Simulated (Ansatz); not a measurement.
## fcc against bcc along the 5d metals

All numbers below come from Ansatz 0.2.0, DFT, PBEsol, plane waves (420 eV) with PAW, scalar-relativistic. The PAW files were generated under PBE, with cores re-solved for the functional.

Each structure is relaxed within its symmetry, in the lowest magnetic state of the tried starts. Differences under about 8 meV lie within the error of the k-point mesh.

| element | E(fcc) − E(bcc) (meV/atom) | V(fcc) (Å³/atom) | V(bcc) (Å³/atom) | state of fcc | state of bcc |
| --- | --- | --- | --- | --- | --- |
| Lu | -117 | 27.26 | 27.97 | spin not included | spin not included |
| Hf | -98 | 21.58 | 21.29 | spin not included | spin not included |
| Ta | 265 | 18.21 | 17.71 | spin not included | spin not included |
| W | 496 | 15.99 | 15.70 | spin not included | spin not included |
| Re | -253 | 14.61 | 14.68 | spin not included | spin not included |
| Os | -780 | 13.96 | 14.36 | spin not included | spin not included |
| Ir | ? | ? | ? | ? | ? |
| Pt | -110 | 15.05 | 15.23 | spin not included | spin not included |
| Au | -20 | 17.00 | 17.03 | spin not included | spin not included |
| Hg | 9 | 23.37 | 23.84 | spin not included | spin not included |

Fill in the row of Ir.

E(fcc) − E(bcc) (meV/atom): -684; V(fcc) (Å³/atom): 14.06; V(bcc) (Å³/atom): 14.57; state of fcc: non-magnetic; state of bcc: spin not included.
